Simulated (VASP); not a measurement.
Te2Mo:

```
Te Mo
1.0
     3.51820    0.00000    0.00000
    -1.75910    3.04685    0.00000
     0.00000    0.00000   13.97360
Te Mo
4 2
Direct
  0.66667 0.33333 0.37900
  0.33333 0.66667 0.87900
  0.66667 0.33333 0.12100
  0.33333 0.66667 0.62100
  0.66667 0.33333 0.75000
  0.33333 0.66667 0.25000
```

* Program: VASP 6.6.1
* Task: relaxation of cell and atoms
* Functional: revPBE
* Dispersion: D3(BJ)
* Potentials or basis: VASP PAW PBE potentials, release 64 (Te, Mo_sv)
* Cutoff: 600 eV
* k mesh: 7 × 7 × 2
* Occupations: fermi-dirac, width 0.05 eV
* Spin: no spin polarisation

At the start: pressure -2.2 GPa; volume 24.96 Å³/atom.

Task: How do energy, volume and symmetry change on relaxing?

Result: Over 10 steps the energy falls by 21.7 meV/atom and the volume is 23.15 Å³/atom (-7.3 %); space group P6_3/mmc (No. 194, to 0.05 Å).

Step by step:
```csv
step,energy change (eV),largest force (eV/Å),pressure (GPa),volume (Å³)
1,0.0000,0.2220,-2.18,149.79
2,-0.0276,0.7343,2.21,142.54
3,-0.0383,0.5532,0.60,144.96
4,-0.0779,0.2192,0.16,142.67
5,-0.0801,0.1232,0.03,141.99
6,-0.1077,0.0619,-0.23,141.08
7,-0.1288,0.0879,-0.52,139.14
8,-0.1292,0.0631,-0.43,139.43
9,-0.1246,0.1782,1.18,137.67
10,-0.1302,0.0084,-0.01,138.90
```

Final structure:
```
CELL_PARAMETERS angstrom
3.46110 0.00000 0.00000
-1.73055 2.99740 0.00000
0.00000 0.00000 13.38901
ATOMIC_POSITIONS crystal
Te 0.66667 0.33333 0.38626
Te 0.33333 0.66667 0.88626
Te 0.66667 0.33333 0.11374
Te 0.33333 0.66667 0.61374
Mo 0.66667 0.33333 0.75000
Mo 0.33333 0.66667 0.25000
```

Caveat: the PAW data sets were made with another functional, which shifts forces and pressure a little.
